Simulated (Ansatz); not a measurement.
# Rock-salt ZrC, displaced supercell (64 atoms) in motion

How do the atoms of rock-salt ZrC, displaced supercell (64 atoms) move, and what local order do they keep?

Method: Kohn-Sham DFT, PBE, PAW (set soft_2), plane waves, in Ansatz 0.2.0.

**1. The starting structure**

The cell holds 64 atoms: 32 Zr and 32 C. Its edges and angles: a = 9.396 Å, b = 9.396 Å, c = 9.396 Å, α = 90.0°, β = 90.0°, γ = 90.0°. It derives from ZrC (rock-salt), repeated 2×2×2. Rock-salt ZrC (a = 4.698 Å), 2 x 2 x 2 conventional cells; every coordinate displaced by a Gaussian of 0.02 Å.

**2. Dynamics started at 600 K**

A Nosé–Hoover thermostat steers the temperature while disturbing the dynamics little. The time step is 1.0 fs.

File input.yaml:

```yaml
crystal:
  lattice:
    - [9.396, 0.0, 0.0]
    - [0.0, 9.396, 0.0]
    - [0.0, 0.0, 9.396]
  atoms:
    - { symbol: Zr, position: [0.99777, 0.00055, 0.00323] }
    - { symbol: C, position: [0.24898, 0.0025, 0.00215] }
    - { symbol: Zr, position: [0.00016, 0.25204, 0.25095] }
    - { symbol: C, position: [0.24931, 0.25007, 0.25388] }
    [... 54 atom lines left out ...]
    - { symbol: Zr, position: [0.50211, 0.74781, 0.74902] }
    - { symbol: C, position: [0.74849, 0.74976, 0.74844] }
    - { symbol: Zr, position: [0.75087, 0.49936, 0.75011] }
    - { symbol: C, position: [0.50001, 0.50305, 0.75192] }
    - { symbol: Zr, position: [0.7487, 0.74982, 0.49678] }
    - { symbol: C, position: [0.4989, 0.75233, 0.49978] }
kpoints:
  mp_grid: { grid: [1, 1, 1] }
hamiltonian:
  xc: pbe
scf:
  occupations: { method: fermi_dirac, width: 0.05 }
output:
  forces: true
md:
  timestep: 1.0
  n_steps: 49
  ensemble: nvt_nose_hoover
  temperature: 600
  initial_velocities: maxwell_boltzmann
  seed: 6061
```

The run is started by

```
ansatz run input.yaml --threads 8 --pin off --max-ram 15872MiB --backend cpu --events-out ev --progress --plain --runs-dir out
```

Run time: 95 s. Hardware: 8 threads of Arm Neoverse V2, shared host; peak memory 1.2 GiB.

The program notes that it switched symmetry off.

Rows from the run:

| time (fs) | T (K) | potential (meV/atom) | conserved (meV/atom) |
| --- | --- | --- | --- |
| 0.0 | 600 | 0.0 | 0.00 |
| 3.0 | 586 | 1.8 | 0.00 |
| 7.0 | 520 | 10.2 | 0.01 |
| 10.0 | 449 | 19.2 | 0.02 |
| 13.0 | 376 | 28.7 | 0.04 |
| 16.0 | 313 | 36.7 | 0.04 |
| 20.0 | 264 | 43.0 | 0.05 |
| 23.0 | 254 | 44.4 | 0.04 |
| 26.0 | 260 | 43.9 | 0.03 |
| 29.0 | 270 | 42.7 | 0.02 |
| 33.0 | 277 | 42.1 | 0.02 |
| 36.0 | 272 | 43.1 | 0.02 |
| 39.0 | 262 | 44.7 | 0.03 |
| 42.0 | 253 | 46.1 | 0.03 |
| 46.0 | 257 | 46.1 | 0.04 |
| 49.0 | 276 | 44.1 | 0.04 |

Mean square displacement from the first frame to the last: Zr 0.013 Å², C 0.014 Å².

The mean square displacement by time lag:

| time lag (fs) | C (Å²) | Zr (Å²) |
| --- | --- | --- |
| 1.00 | 6.8e-5 | 9.5e-6 |
| 2.00 | 2.7e-4 | 3.8e-5 |
| 3.00 | 6.0e-4 | 8.4e-5 |
| 4.00 | 0.00105 | 1.5e-4 |
| 5.00 | 0.00162 | 2.3e-4 |
| 6.00 | 0.00230 | 3.3e-4 |
| 7.00 | 0.00307 | 4.5e-4 |
| 8.00 | 0.00394 | 5.8e-4 |
| 9.00 | 0.00488 | 7.3e-4 |
| 10.00 | 0.00589 | 8.9e-4 |
| 11.00 | 0.00695 | 0.00107 |
| 12.00 | 0.00806 | 0.00126 |
| 13.00 | 0.00920 | 0.00147 |
| 14.00 | 0.0104 | 0.00168 |
| 15.00 | 0.0115 | 0.00192 |
| 16.00 | 0.0127 | 0.00216 |
| 17.00 | 0.0138 | 0.00241 |
| 18.00 | 0.0149 | 0.00268 |
| 19.00 | 0.0160 | 0.00295 |
| 20.00 | 0.0170 | 0.00324 |
| 21.00 | 0.0179 | 0.00353 |
| 22.00 | 0.0188 | 0.00384 |
| 23.00 | 0.0196 | 0.00415 |
| 24.00 | 0.0203 | 0.00447 |
| 25.00 | 0.0210 | 0.00479 |

Over the second half of 49 fs the temperature averages 265 K with swings of 9 K r.m.s. The conserved energy stays within 0.05 meV/atom. From first frame to last C has the largest mean square displacement, 0.014 Å² at the end; the farthest move is 0.21 Å. The mean temperature of 265 K lies well off the 600 K of the input, so the thermostat hasn't yet brought the run to equilibrium. The run spans 0.05 ps, too short for its means to be equilibrium values.

**3. Distances and neighbours late in the run**

The g(r) is a mean over the second half; what follows it is taken at the last frame.

Density 6.61 g/cm³, 12.96 Å³ an atom.

Mean of 14 frames. g(r), total and by pair (bins of 0.2 Å):

| r (Å) | total | C-C | C-Zr | Zr-Zr |
| --- | --- | --- | --- | --- |
| 2.00 | 0.02 | 0.00 | 0.03 | 0.00 |
| 2.20 | 1.90 | 0.00 | 3.79 | 0.00 |
| 2.40 | 3.41 | 0.00 | 6.81 | 0.00 |
| 2.60 | 0.30 | 0.00 | 0.59 | 0.00 |
| 2.80 | 0.01 | 0.00 | 0.01 | 0.00 |
| 3.00 | 0.04 | 0.09 | 0.00 | 0.07 |
| 3.20 | 2.24 | 4.65 | 0.00 | 4.30 |
| 3.40 | 3.21 | 6.14 | 0.00 | 6.71 |
| 3.60 | 0.13 | 0.34 | 0.00 | 0.16 |
| 3.80 | 0.10 | 0.00 | 0.19 | 0.00 |
| 4.00 | 1.51 | 0.00 | 3.02 | 0.00 |
| 4.20 | 0.86 | 0.00 | 1.72 | 0.00 |
| 4.40 | 0.03 | 0.00 | 0.05 | 0.03 |
| 4.60 | 0.71 | 1.43 | 0.00 | 1.41 |
| 4.80 | 0.68 | 1.37 | 0.00 | 1.33 |
| 5.00 | 0.33 | 0.00 | 0.64 | 0.03 |
| 5.20 | 2.78 | 0.00 | 5.55 | 0.00 |
| 5.40 | 1.39 | 0.07 | 2.74 | 0.02 |
| 5.60 | 1.09 | 2.28 | 0.05 | 1.99 |
| 5.80 | 2.42 | 4.54 | 0.00 | 5.16 |
| 6.00 | 0.22 | 0.59 | 0.00 | 0.31 |
| 6.20 | 0.00 | 0.01 | 0.00 | 0.00 |
| 6.40 | 0.08 | 0.21 | 0.00 | 0.10 |
| 6.60 | 0.92 | 1.73 | 0.00 | 1.94 |
| 6.80 | 0.57 | 0.85 | 0.33 | 0.77 |
| 7.00 | 2.06 | 0.01 | 4.11 | 0.00 |
| 7.20 | 1.06 | 0.38 | 1.79 | 0.29 |
| 7.40 | 1.62 | 3.15 | 0.01 | 3.31 |

Bonds by pair of elements; cutoffs follow the first minimum of g(r), held within bounds set by covalent radii, and pairs that aren't listed don't count as bonded (cutoffs were set anew for this text, so counts can differ from the run's own analysis):

| pair A-B | cutoff (Å) | bonds | mean length (Å) | spread (Å) | shortest (Å) | B about A | A about B |
| --- | --- | --- | --- | --- | --- | --- | --- |
| C-Zr | 2.98 | 192 | 2.35 | 0.095 | 2.12 | 6 | 6 |

How many atoms have how many bonded neighbours:

| element | mean | 6 |
| --- | --- | --- |
| C | 6 | 32 |
| Zr | 6 | 32 |

Bond angles, per cent of each kind in bins of 5°:

| angle (°) | C-Zr-C | Zr-C-Zr |
| --- | --- | --- |
| 80–85 | 3.8 | 4.4 |
| 85–90 | 38.8 | 37.7 |
| 90–95 | 31.2 | 33.1 |
| 95–100 | 6.2 | 4.4 |
| 100–105 | 0.0 | 0.4 |
| 105–110 | 0.0 | 0.0 |
| 110–115 | 0.0 | 0.0 |
| 115–120 | 0.0 | 0.0 |
| 120–125 | 0.0 | 0.0 |
| 125–130 | 0.0 | 0.0 |
| 130–135 | 0.0 | 0.0 |
| 135–140 | 0.0 | 0.0 |
| 140–145 | 0.0 | 0.0 |
| 145–150 | 0.0 | 0.0 |
| 150–155 | 0.0 | 0.0 |
| 155–160 | 0.0 | 0.0 |
| 160–165 | 0.0 | 0.0 |
| 165–170 | 0.6 | 1.0 |
| 170–175 | 8.1 | 8.5 |
| 175–180 | 11.3 | 10.4 |

Bond angles (no mean is given where the spread exceeds 20°):

| angle | count | mean (°) | spread (°) |
| --- | --- | --- | --- |
| C-Zr-C | 480 | - | - |
| Zr-C-Zr | 480 | - | - |

For some of the pairs, g(r) has its first main peak near 3.32 Å (C-C), 2.33 Å (C-Zr) and 3.32 Å (Zr-Zr). Counting bonds as in the table, all C atoms have 6 and all Zr atoms have 6 bonded neighbours.

**4. Single point at the last frame**

The last frame is solved once more, with the analyses that the dynamics left out.

File input.yaml:

```yaml
crystal:
  lattice:
    - [9.396, 0.0, 0.0]
    - [0.0, 9.396, 0.0]
    - [0.0, 0.0, 9.396]
  atoms:
    - { symbol: Zr, position: [0.01211, 0.001, 0.00247] }
    - { symbol: C, position: [0.26203, 0.00377, 0.00382] }
    - { symbol: Zr, position: [0.00984, 0.25112, 0.25752] }
    - { symbol: C, position: [0.24771, 0.24402, 0.25258] }
    [... 54 atom lines left out ...]
    - { symbol: Zr, position: [0.48534, 0.74603, 0.74306] }
    - { symbol: C, position: [0.75639, 0.76556, 0.75001] }
    - { symbol: Zr, position: [0.74708, 0.50346, 0.7467] }
    - { symbol: C, position: [0.50741, 0.50345, 0.75903] }
    - { symbol: Zr, position: [0.74393, 0.74701, 0.49605] }
    - { symbol: C, position: [0.5008, 0.75414, 0.49792] }
kpoints:
  mp_grid: { grid: [2, 2, 2] }
hamiltonian:
  xc: pbe
scf:
  occupations: { method: fermi_dirac, width: 0.05 }
output:
  forces: true
  stress: true
  populations: true
  dos:
    method: { smearing: { sigma: 0.15 } }
    de: 0.1
    projected: { site_lists: { C: [C], Zr: [Zr] } }
  eigenvalues: true
  write_density: true
  write_potential: true
  volumetric_format: npy
  elf: true
```

Run time: 51 s. Hardware: 8 threads; peak memory 9.5 GiB; 6.7 min of CPU time.

Numbers from this run:

```
free energy                             : -141963.6685 eV
free energy per atom                    : -2218.1823 eV/atom
SCF cycles                              : 8
pressure                                : 3.95 GPa
r.m.s. force component                  : 0.8791 eV/Å
longest force                           : 2.954 eV/Å
Fermi energy                            : 14.82 eV
levels partly filled by over 2 per cent : 23
spilling of the projection              : 0.002682
```

Length of the force by element:

| element | coordination | atoms | mean length of the force (eV/Å) | spread | least | most |
| --- | --- | --- | --- | --- | --- | --- |
| C | all | 32 | 1.22 | 0.568 | 0.326 | 2.33 |
| Zr | all | 32 | 1.56 | 0.638 | 0.569 | 2.95 |

Löwdin charges by element (they lack the spilled electrons, 0.021 e an atom on average):

| element | coordination | atoms | mean charge (e) | spread | least | most |
| --- | --- | --- | --- | --- | --- | --- |
| C | all | 32 | -0.718 | 0.0069 | -0.732 | -0.702 |
| Zr | all | 32 | 0.761 | 0.0093 | 0.739 | 0.773 |

Density of states as counts of states in windows of 0.5 eV (from the Fermi level), total and the larger projections:

| from (eV) | to (eV) | total | Zr d | C p | C s |
| --- | --- | --- | --- | --- | --- |
| -10 | -9.5 | 18.1 | 4.7 | 0.2 | 10.1 |
| -9.5 | -9 | 23.5 | 5.8 | 0.2 | 14.7 |
| -9 | -8.5 | 12.8 | 2.3 | 0.1 | 9.2 |
| -8.5 | -8 | 1.4 | 0.1 | 0.0 | 1.2 |
| -8 | -5.5 | 0.0 | 0.0 | 0.0 | 0.0 |
| -5.5 | -5 | 1.0 | 0.4 | 0.4 | 0.0 |
| -5 | -4.5 | 5.6 | 2.2 | 2.6 | 0.2 |
| -4.5 | -4 | 10.9 | 4.1 | 5.3 | 0.2 |
| -4 | -3.5 | 18.4 | 6.6 | 9.4 | 0.4 |
| -3.5 | -3 | 13.7 | 4.3 | 7.7 | 0.2 |
| -3 | -2.5 | 30.7 | 12.7 | 16.3 | 0.5 |
| -2.5 | -2 | 49.2 | 20.1 | 26.4 | 0.5 |
| -2 | -1.5 | 33.8 | 14.9 | 17.7 | 0.3 |
| -1.5 | -1 | 17.4 | 6.9 | 9.8 | 0.2 |
| -1 | -0.5 | 4.2 | 2.3 | 1.7 | 0.0 |
| -0.5 | 0 | 7.4 | 2.3 | 4.9 | 0.0 |
| 0 | 0.5 | 2.7 | 0.7 | 1.8 | 0.0 |
| 0.5 | 1 | 4.3 | 2.5 | 1.7 | 0.0 |
| 1 | 1.5 | 15.6 | 9.2 | 5.7 | 0.1 |
| 1.5 | 2 | 12.9 | 9.5 | 2.7 | 0.3 |
| 2 | 2.5 | 5.8 | 4.4 | 1.0 | 0.1 |
| 2.5 | 3 | 13.5 | 10.2 | 2.7 | 0.1 |

Between -26 and -10 eV lie 88 more states.

The stored curve holds about 336 of the 512 electrons; the rest, give or take the few that broadening carries across the Fermi level, lie in deeper levels below its range.

The levels nearest the highest filled one (over half full), pooled over k-points and spins:

| level less the highest filled one (eV) | occupation |
| --- | --- |
| -0.054 | 1.49 |
| -0.0506 | 1.47 |
| -0.028 | 1.27 |
| -0.0122 | 1.12 |
| -0.0066 | 1.07 |
| 0 | 1.00 |
| 0.0654 | 0.427 |
| 0.0877 | 0.296 |
| 0.143 | 0.108 |
| 0.152 | 0.091 |
| 0.187 | 0.046 |
| 0.214 | 0.027 |

Mean Löwdin charges: C -0.72, Zr +0.76 e. Within 0.4 eV of the Fermi level the largest share is C p (69 % of the projected weight).

**5. Outcome**

```json
{"mean temperature, second half": "265.1 K", "temperature swing, second half": "8.572 K", "slope of the conserved energy against time, by least squares": "0.4063 meV/atom/ps", "free energy per atom": "-2218.1823 eV/atom", "density": "6.613 g/cm³", "pressure": "3.95 GPa", "r.m.s. force component": "0.8791 eV/Å", "wall time of the 2 DFT runs": "2.4 min"}
```

**Reading.** Over the second half of 49 fs the temperature averages 265 K with swings of 9 K r.m.s. The conserved energy stays within 0.05 meV/atom. The mean temperature of 265 K lies well off the 600 K of the input, so the thermostat hasn't yet brought the run to equilibrium. The run spans 0.05 ps, too short for its means to be equilibrium values. Counting bonds as in the table, all C atoms have 6 and all Zr atoms have 6 bonded neighbours. 23 levels are partly filled, by over 2 % (on the run's k-points): no clear gap opens at this level.

**Limits.** The dynamics ran on a 1×1×1 mesh and the single point on 2×2×2, so their forces and energies differ by that too. The pressure of 3.9 GPa is that of one thermal frame at a volume set beforehand, without the kinetic term.

[Logs are printed without paths, hosts, clocks, repeated set-up lines and the standing remarks that a program may print on its own settings, such as how far it seeks lower states.]

[Hosts, paths, dates, database ids (printed as entryN), source tags and the programs' standing remarks are cut or masked in the printed files.]
